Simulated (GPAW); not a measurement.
# Fe (Im-3m) in GPAW: settings compared

Aim: see how the results for Fe move with the level of theory and the settings. Levels: vdW-DF, PBE, RPBE+D3(BJ), r2SCAN+D3(BJ), M06-L+D3. Tasks: band structure, equation of state.

Everything below comes from runs of GPAW 26.7.0. Logs are shortened: lines on timing, memory, paths and dates and some standing lists are left out, and cuts for length are marked. The log counts tension as positive stress, the text compression.

**The experiment to reproduce.**

“Pressure Induced Densification and Compression in a Reprocessed Borosilicate Glass”, 2018, pmc:5793612 quotes, for a bulk crystal of Fe: bulk modulus 166.4 GPa.

The results are compared with them further down.

### Step 1. The structure

The structure is cubic, space group Im-3m (No. 229). Conventional cell: a = 2.886 Å, b = 2.886 Å, c = 2.886 Å, α = 90.00°, β = 90.00°, γ = 90.00°. Fe (site symmetry m-3m) is surrounded by 8 Fe at 2.50 Å.

### Step 2. Band structure, vdW-DF, collinear spin, ferromagnetic start

run.py reads:

```python
from ase.dft.bandgap import bandgap
from ase.io import write
from ase.spacegroup import crystal
from gpaw import GPAW, PW

# Fe 2a
atoms = crystal(['Fe'],
                basis=[[0.0, 0.0, 0.0]],
                spacegroup=229, setting=1,  # Im-3m
                cellpar=[2.886, 2.886, 2.886, 90.0, 90.0, 90.0],
                primitive_cell=True)
atoms.set_initial_magnetic_moments([3.0])

calc = GPAW(mode=PW(600),
            xc={'name': 'vdW-DF', 'backend': 'libvdwxc'},
            kpts={'size': (10, 10, 10), 'gamma': True},
            occupations={'name': 'fermi-dirac', 'width': 0.05},
            nbands=12,
            convergence={'density': 1e-05, 'energy': 1e-05},
            maxiter=150,
            txt='gpaw.txt')
atoms.calc = calc
energy = atoms.get_potential_energy()
forces = atoms.get_forces()
calc.write('gs.gpw')
write('result.traj', atoms)
print(f'Energy: {energy:.6f} eV')
print('Forces (eV/A):')
print(forces.round(4))
print('Moments:', calc.get_magnetic_moments().round(3))
print('Fermi level:', round(calc.get_fermi_level(), 4), 'eV')
print(f'Gap: {bandgap(calc)[0]:.4f} eV, direct: {bandgap(calc, direct=True)[0]:.4f} eV')

path = atoms.cell.bandpath('GHNGPH,PN', npoints=60, eps=1e-4)
bs_calc = calc.fixed_density(kpts=path, symmetry='off', nbands=19,
                             convergence={'bands': 'CBM+6.0', 'eigenstates': 1e-6}, txt='bands.txt')
bs = bs_calc.band_structure()
bs.write('bs.json')
print(f'Gap on the path: {bandgap(bs_calc)[0]:.4f} eV')
```

Potentials or basis: GPAW PAW data sets (gpaw-data 1.2.1), pw.

Run with:

```sh
OMP_NUM_THREADS=1 python run.py
```

gpaw.txt:

```text
__  _  _
 | _ |_)|_||  |
 |__||  | ||/\| - 26.7.0

Input parameters:
  mode=PW(ecut=600.0),
  convergence={'density': 1e-05, 'energy': 1e-05},
  kpts=MonkhorstPack(size=(10, 10, 10), gamma=True),
  maxiter=150,
  nbands=12,
  occupations=Occupations(name='fermi-dirac', width=0.05),
  xc=XC(name='vdW-DF', backend='libvdwxc')

Diagonalizing LCAO Hamiltonian
Converting LCAO to pw mode

       Fe

Atoms  # Å, Bohr magnetons
|   | symbol |        x |        y |        z |    initial magnetic moments |
|---|--------|----------|----------|----------|-----------------------------|
| 0 |     Fe | 0.000000 | 0.000000 | 0.000000 | ( 0.0000,  0.0000,  3.0000) |

Unit cell  # Å
| periodic |         x |         y |         z |  lengths |     angles |
|----------|-----------|-----------|-----------|----------|------------|
|      yes | -1.443000 |  1.443000 |  1.443000 | 2.499349 | 109.471221 |
|      yes |  1.443000 | -1.443000 |  1.443000 | 2.499349 | 109.471221 |
|      yes |  1.443000 |  1.443000 | -1.443000 | 2.499349 | 109.471221 |

Number of symmetries: 48
Symmetry operations  # r_c * U_cc + t_c -> r_c
|    | kind |            matrix            |
|----|------|------------------------------|
|  0 |  σ   |  1, 1, 1,  0, 0,-1,  0,-1, 0 |
|  1 |  C4  |  1, 1, 1,  0, 0,-1, -1, 0, 0 |
|  2 |  C2  |  1, 1, 1,  0,-1, 0,  0, 0,-1 |
|  3 |  S6  |  1, 1, 1,  0,-1, 0, -1, 0, 0 |
|  4 |  S6  |  1, 1, 1, -1, 0, 0,  0, 0,-1 |
|  5 |  C4  |  1, 1, 1, -1, 0, 0,  0,-1, 0 |
|  6 |  E   |  1, 0, 0,  0, 1, 0,  0, 0, 1 |
|  7 |  σ   |  1, 0, 0,  0, 1, 0, -1,-1,-1 |
|  8 |  σ   |  1, 0, 0,  0, 0, 1,  0, 1, 0 |
|  9 |  C3  |  1, 0, 0,  0, 0, 1, -1,-1,-1 |
| 10 |  C3  |  1, 0, 0, -1,-1,-1,  0, 1, 0 |
| 11 |  σ   |  1, 0, 0, -1,-1,-1,  0, 0, 1 |
| 12 |  σ   |  0, 1, 0,  1, 0, 0,  0, 0, 1 |
| 13 |  C2  |  0, 1, 0,  1, 0, 0, -1,-1,-1 |
| 14 |  C3  |  0, 1, 0,  0, 0, 1,  1, 0, 0 |
| 15 |  S4  |  0, 1, 0,  0, 0, 1, -1,-1,-1 |
| 16 |  S4  |  0, 1, 0, -1,-1,-1,  1, 0, 0 |
| 17 |  C3  |  0, 1, 0, -1,-1,-1,  0, 0, 1 |
| 18 |  C3  |  0, 0, 1,  1, 0, 0,  0, 1, 0 |
| 19 |  S4  |  0, 0, 1,  1, 0, 0, -1,-1,-1 |
| 20 |  σ   |  0, 0, 1,  0, 1, 0,  1, 0, 0 |
| 21 |  C3  |  0, 0, 1,  0, 1, 0, -1,-1,-1 |
| 22 |  C2  |  0, 0, 1, -1,-1,-1,  1, 0, 0 |
| 23 |  S4  |  0, 0, 1, -1,-1,-1,  0, 1, 0 |
| 24 |  C4  |  0, 0,-1,  1, 1, 1,  0,-1, 0 |
| 25 |  σ   |  0, 0,-1,  1, 1, 1, -1, 0, 0 |
| 26 |  S6  |  0, 0,-1,  0,-1, 0,  1, 1, 1 |
| 27 |  C2  |  0, 0,-1,  0,-1, 0, -1, 0, 0 |
| 28 |  C4  |  0, 0,-1, -1, 0, 0,  1, 1, 1 |
| 29 |  S6  |  0, 0,-1, -1, 0, 0,  0,-1, 0 |
| 30 |  S6  |  0,-1, 0,  1, 1, 1,  0, 0,-1 |
| 31 |  C4  |  0,-1, 0,  1, 1, 1, -1, 0, 0 |
| 32 |  C4  |  0,-1, 0,  0, 0,-1,  1, 1, 1 |
| 33 |  S6  |  0,-1, 0,  0, 0,-1, -1, 0, 0 |
| 34 |  σ   |  0,-1, 0, -1, 0, 0,  1, 1, 1 |
| 35 |  C2  |  0,-1, 0, -1, 0, 0,  0, 0,-1 |
| 36 |  C2  | -1, 0, 0,  1, 1, 1,  0, 0,-1 |
| 37 |  S6  | -1, 0, 0,  1, 1, 1,  0,-1, 0 |
| 38 |  S6  | -1, 0, 0,  0, 0,-1,  1, 1, 1 |
| 39 |  C2  | -1, 0, 0,  0, 0,-1,  0,-1, 0 |
| 40 |  C2  | -1, 0, 0,  0,-1, 0,  1, 1, 1 |
| 41 |  i   | -1, 0, 0,  0,-1, 0,  0, 0,-1 |
| 42 |  S4  | -1,-1,-1,  1, 0, 0,  0, 1, 0 |
| 43 |  C3  | -1,-1,-1,  1, 0, 0,  0, 0, 1 |
| 44 |  C3  | -1,-1,-1,  0, 1, 0,  1, 0, 0 |
| 45 |  σ   | -1,-1,-1,  0, 1, 0,  0, 0, 1 |
| 46 |  S4  | -1,-1,-1,  0, 0, 1,  1, 0, 0 |
| 47 |  C2  | -1,-1,-1,  0, 0, 1,  0, 1, 0 |

BZ-sampling:
  Number of BZ points: 1000
  Number of IBZ points: 47

  Monkhorst-Pack size: [10, 10, 10]
  Monkhorst-Pack shift: [0.05, 0.05, 0.05]

K-points  # in reciprocal-cell coordinates
|     |                                coordinates |     weight |
|-----|--------------------------------------------|------------|
|   0 | (  0.00000000,   0.00000000,   0.00000000) | 0.00100000 |
|   1 | (  0.10000000,   0.00000000,   0.00000000) | 0.01200000 |
|   2 | (  0.10000000,   0.10000000,  -0.10000000) | 0.00600000 |
|   3 | (  0.20000000,   0.00000000,  -0.10000000) | 0.02400000 |
|   4 | (  0.20000000,   0.00000000,   0.00000000) | 0.01200000 |
|   5 | (  0.20000000,   0.10000000,  -0.10000000) | 0.02400000 |
|   6 | (  0.20000000,   0.20000000,  -0.20000000) | 0.00600000 |
|   7 | (  0.30000000,  -0.10000000,  -0.10000000) | 0.00800000 |
|   8 | (  0.30000000,   0.00000000,  -0.10000000) | 0.04800000 |
|   9 | (  0.30000000,   0.00000000,   0.00000000) | 0.01200000 |
| ... |                                            |            |
|  46 | (  0.50000000,   0.50000000,   0.50000000) | 0.00100000 |

Plane wave coefficients: 418
Cutoff: 600.0 eV

Spin-components: 2 (collinear spins)
Bands:           12
Projectors:      6
Spin-degeneracy: 1
Datatype:        complex128

Parallelization:
  kpt:    1
  domain: 1
  band:   1

Density:
  Valence electrons: 8.0
  Components: 2
  Grid points: [15 15 15]
  Charge: 0.0  # |e|

Potential:
  Grid points: [15 15 15]

species:
  Fe:
    name:    Iron
    Z:       26.0
    valence: 8
    core:    18
    charge:  0.0  # [|e|]
    compensation charges:
      type: gauss
      rc: 0.33  # [Å]
      lmax: 2
    cutoffs:
      filter: 2.06  # [Å]
      core: 2.67  # [Å]
    projectors
    | kind |    occ | energy [eV] | rcut [Å] |
    |------|--------|-------------|----------|
    |   4s |  2.000 |      -5.229 |    1.164 |
    |   4p |  0.000 |      -1.300 |    1.058 |
    |   3d |  6.000 |      -7.449 |    1.058 |
    |    s |        |      21.982 |    1.164 |
    |    p |        |      25.911 |    1.058 |
    |    d |        |      19.763 |    1.058 |

    Using partial waves for Fe as LCAO basis

Reference energy: -34623.248058  # eV

eigensolver:
  PPCG
  Converge bands: occupied
  niter=2

density mixing:
  MSR1-Mixer
  Pratt-step length: 0.05
  Maximum mixing coefficient: 0.75
  Old densities: 10
  SVD Regularization: 0.005
  Good broyden scale: 1.0
  Trust region scale: 1.0
  Backstep threshold: 4.0
  History deletion threshold: 6.0
  Fourier metric: weight=20.0, sigma=0.015

occupation numbers:
  Fermi-Dirac:
    width: 0.0500  # eV

poisson solver:
  ecut: 4800.0  # eV

xc functional:
  name: vdW-DF with libvdwxc
  Mode: serial
  Semilocal: GGA_X_PBE_R+LDA_C_PW with 2 nearest neighbor stencil
  Local blocksize: 30 x 30 x 30
  PAW datasets: revPBE

convergence criteria:
- Maximum integral of absolute [dens]ity change: 1e-05 electrons / valence electron
- Maximum [total energy] change in last 3 cyles: 1e-05 eV / valence electron
- Maximum integral of absolute [eigenst]ate change: 4e-08 eV^2 / valence electron
maximum number of iterations: 150

SCF iterations
|iter     | |      energy | eigst |  dens |  magmom |
|---------|-|-------------|-------|-------|---------|
|iter:   1| |  -35.994211 | -0.07 |       |  +3.0056|
|iter:   2| |  -36.008231 | -2.28 | -1.12 |  +2.9823|
|iter:   3| |  -36.143074 | -2.43 | -1.13 |  +2.5651|
|iter:   4| |  -36.169357 | -3.04 | -1.49 |  +2.2881|
|iter:   5| |  -36.168026 | -3.66 | -1.74 |  +2.3133|
|iter:   6| |  -36.170552 | -3.61 | -1.86 |  +2.1747|
|iter:   7| |  -36.171758 | -3.92 | -1.99 |  +2.1661|
|iter:   8| |  -36.171852 | -5.90 | -2.77 |  +2.1560|
|iter:   9| |  -36.171812 | -5.75 | -2.85 |  +2.1695|
|iter:  10| |  -36.171842c| -6.96 | -3.44 |  +2.1650|
|iter:  11| |  -36.171837c| -8.04c| -3.88 |  +2.1659|
|iter:  12| |  -36.171838c| -8.23c| -4.80 |  +2.1658|
|iter:  13| |  -36.171838c| -8.45c| -5.00c|  +2.1658|

Converged in 13 steps
Energy contributions relative to reference atoms: (reference = -34623.248058)

Energy contributions:
  Kinetic:          13.869357
  Coulomb:         -12.048116
  Zero:             -0.000804
  External:          0.000000
  Xc:              -37.987987
  Entropy:          -0.008576
  Spinorbit:         0.000000
  ----------------------------
  Free energy:     -36.176126
  Extrapolated:    -36.171838

dipole moment: (-3.497743, -3.497743, -3.497743)  # |e|*Ang

Total magnetic moment: (0.000000, 0.000000, 2.165844)

Local magnetic moments
|        x |        y |        z |
|----------|----------|----------|
| 0.000000 | 0.000000 | 2.219876 |  # Fe   0

Fermi level: 9.373
Eigenvalues  # (at kpt = [0.000, 0.000, 0.000])
| band index |      eig [eV] | occ [0-1] |      eig [eV] | occ [0-1] |
|------------|---------------|-----------|---------------|-----------|
|          0 |         1.418 |     1.000 |         1.487 |     1.000 |
|          1 |         7.234 |     1.000 |         9.070 |     0.998 |
|          2 |         7.234 |     1.000 |         9.070 |     0.998 |
|          3 |         7.234 |     1.000 |         9.070 |     0.998 |
|          4 |         8.327 |     1.000 |        11.053 |     0.000 |
|          5 |         8.327 |     1.000 |        11.053 |     0.000 |
|          6 |        33.994 |     0.000 |        33.587 |     0.000 |
|          7 |        33.994 |     0.000 |        33.587 |     0.000 |
|          8 |        33.994 |     0.000 |        33.587 |     0.000 |
|          9 |        38.679 |     0.000 |        38.800 |     0.000 |
|         10 |        38.680 |     0.000 |        38.800 |     0.000 |
|         11 |        40.427 |     0.000 |        41.093 |     0.000 |

No gap
No difference between direct/indirect transitions

Forces  # eV/Ang
|       x |       y |        z |
|---------|---------|----------|
| 0.00000 | 0.00000 | -0.00000 |  # Fe   0

# Writing to gs.gpw (mode='')
```

Run time: 17 s. Hardware: 1 thread of Arm Neoverse V2, shared host; peak memory 0.17 GiB.

What came out:

```yaml
Free_energy: -36.1761 eV
Band_gap_along_the_path: none (metal or under the smearing width)
Net_moment: 2.17 μB per cell
Site_moments: Fe +2.22 μB
```

Levels at the corners of the path, in eV from the Fermi level:
Spin up:
```
point  band 1  band 2  band 3  band 4  band 5  band 6
    Γ   -7.96   -2.14   -2.14   -2.14   -1.05   -1.05
    H   -4.44   -4.44    0.09    0.09    0.09    9.67
    N   -4.53   -3.12   -0.98   -0.88    0.34    0.71
    Γ   -7.96   -2.14   -2.14   -2.14   -1.05   -1.05
    P   -2.96   -2.96   -2.96   -0.85   -0.85    8.44
    H   -4.44   -4.44    0.09    0.09    0.09    9.67
    P   -2.96   -2.96   -2.96   -0.85   -0.85    8.44
    N   -4.53   -3.12   -0.98   -0.88    0.34    0.71
```
Spin down:
| point | band 1 | band 2 | band 3 | band 4 | band 5 | band 6 |
| --- | --- | --- | --- | --- | --- | --- |
| Γ | -7.89 | -0.30 | -0.30 | -0.30 | 1.68 | 1.68 |
| H | -2.63 | -2.63 | 2.20 | 2.20 | 2.20 | 9.85 |
| N | -3.30 | -1.48 | 0.69 | 1.51 | 1.91 | 2.48 |
| Γ | -7.89 | -0.30 | -0.30 | -0.30 | 1.68 | 1.68 |
| P | -1.64 | -1.64 | -1.64 | 1.95 | 1.95 | 9.22 |
| H | -2.63 | -2.63 | 2.20 | 2.20 | 2.20 | 9.85 |
| P | -1.64 | -1.64 | -1.64 | 1.95 | 1.95 | 9.22 |
| N | -3.30 | -1.48 | 0.69 | 1.51 | 1.91 | 2.48 |

Caveat: the PAW data sets were made with another functional, which shifts forces and pressure a little.

### Step 3. Equation of state, PBE, collinear spin, ferromagnetic start

run.py reads:

```python
from ase import Atoms
from ase.eos import EquationOfState
from ase.io import Trajectory
from ase.units import GPa
from gpaw import GPAW

atoms = Atoms(['Fe'],
              cell=[[-1.443, 1.443, 1.443],
                    [1.443, -1.443, 1.443],
                    [1.443, 1.443, -1.443]],
              scaled_positions=[[0.0, 0.0, 0.0]],
              pbc=True)
atoms.set_initial_magnetic_moments([3.0])

traj = Trajectory('eos.traj', 'w')
volumes, energies = [], []
for x in [0.94, 0.96, 0.98, 1.0, 1.02, 1.04, 1.06]:
    a = atoms.copy()
    a.set_cell(atoms.cell * x**(1 / 3), scale_atoms=True)
    calc = GPAW(mode='lcao',
                h=0.18,
                basis='dzp',
                xc='PBE',
                kpts={'size': (10, 10, 10), 'gamma': True},
                occupations={'name': 'fermi-dirac', 'width': 0.05},
                convergence={'density': 1e-05, 'energy': 1e-05},
                maxiter=150,
                txt=f'eos-{x:.2f}.txt')
    a.calc = calc
    energies.append(a.get_potential_energy(force_consistent=True))
    volumes.append(a.get_volume())
    calc.write(f'eos-{x:.2f}.gpw')
    traj.write(a)
    print(f'{x:.2f} {volumes[-1]:10.4f} A^3 {energies[-1]:14.6f} eV', flush=True)

v0, e0, B = EquationOfState(volumes, energies, eos='birchmurnaghan').fit()
print(f'V0 = {v0:.4f} A^3, E0 = {e0:.6f} eV, B0 = {B / GPa:.2f} GPa')
```

Potentials or basis: GPAW PAW data sets (gpaw-data 1.2.1), lcao:dzp.

Run with:

```sh
OMP_NUM_THREADS=1 python run.py
```

Wall time 9.1 min (1 thread of Intel Xeon Platinum 8488C (Sapphire Rapids), shared host); peak memory 0.21 GiB.

The run converged. Its results:

| Quantity | Value |
| --- | --- |
| Equilibrium volume | 11.41 Å³/atom |
| Bulk modulus | 216 GPa |
| Pressure derivative of the bulk modulus | 4.0 |

Energy against volume, from the lowest point:
| volume (Å³/atom) | energy (meV/atom) |
| --- | --- |
| 11.298 | 0.00 |
| 11.538 | 0.24 |
| 11.778 | 6.96 |
| 12.019 | 19.41 |
| 12.259 | 37.17 |
| 12.499 | 59.66 |
| 12.740 | 86.33 |

Caveat: the real-space grid adds noise to forces; the basis of atomic orbitals isn't converged, which shifts pressures, moduli and gaps.

(Part 1 of 2 ends here.)
